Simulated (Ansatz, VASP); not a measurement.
## W: VASP beside Ansatz

File POSCAR:

```
W
1.0
   -1.5973000000      1.5973000000      1.5973000000
    1.5973000000     -1.5973000000      1.5973000000
    1.5973000000      1.5973000000     -1.5973000000
W
1
Direct
    0.0000000000      0.0000000000      0.0000000000
```

File INCAR.step1:

```
SYSTEM = W
ALGO = Normal ; EDIFF = 1E-4
ENCUT = 520 ; GGA = PE
ISMEAR = 0 ; LASPH = .True.
LCHARG = .False. ; LREAL = .False.
LWAVE = .True. ; NBANDS = 13
NELM = 80 ; PREC = Accurate
SIGMA = 0.15
```

Contents of INCAR.step2:

```
SYSTEM = W
ALGO = Normal ; EDIFF = 1E-7
ENCUT = 520 ; ISIF = 2
ISMEAR = 0 ; ISTART = 1
LASPH = .True. ; LCHARG = .False.
LMIXTAU = .True. ; LREAL = .False.
LWAVE = .False. ; METAGGA = R2SCAN
NBANDS = 13 ; NELM = 80
PREC = Accurate ; SIGMA = 0.15
```

Contents of KPOINTS:

```
k-points
0
Gamma
  14 14 14
  0 0 0
```

Input for Ansatz:

```yaml
crystal:
  lattice:
    - [-1.5973, 1.5973, 1.5973]
    - [1.5973, -1.5973, 1.5973]
    - [1.5973, 1.5973, -1.5973]
  atoms:
    - { symbol: W, position: [0.0, 0.0, 0.0] }
basis:
  ecutwfc: 500
kpoints:
  mp_grid: { grid: [14, 14, 14] }
hamiltonian:
  xc: r2scan
scf:
  occupations: { method: gaussian, width: 0.15 }
output:
  forces: true
  stress: true
  eigenvalues: true
```

Alike in both runs: task single point; functional r2SCAN; k mesh 14 × 14 × 14; occupations gaussian, width 0.15 eV; no spin polarisation.

|  | VASP | Ansatz |
| --- | --- | --- |
| version | VASP 6.6.1 | Ansatz 0.2.0 |
| potentials or method | VASP PAW PBE potentials, release 64 (W_sv) | scalar-relativistic, plane waves, PAW |
| plane-wave cutoff (eV) | 520 | 500 |
| valence electrons in the cell | 14 | 14 |

```csv
,VASP,Ansatz,Ansatz less VASP
gap on the k mesh at the Fermi level (eV),none,none,-
pressure (GPa),-6.0,-7.1,-1.09
```

A gap of «none» marks a metal or a gap that the smearing closes.

Caveats: the PAW data sets were made with another functional, which shifts forces and pressure a little (VASP). Spin-orbit coupling is left out, which matters for the levels of W.
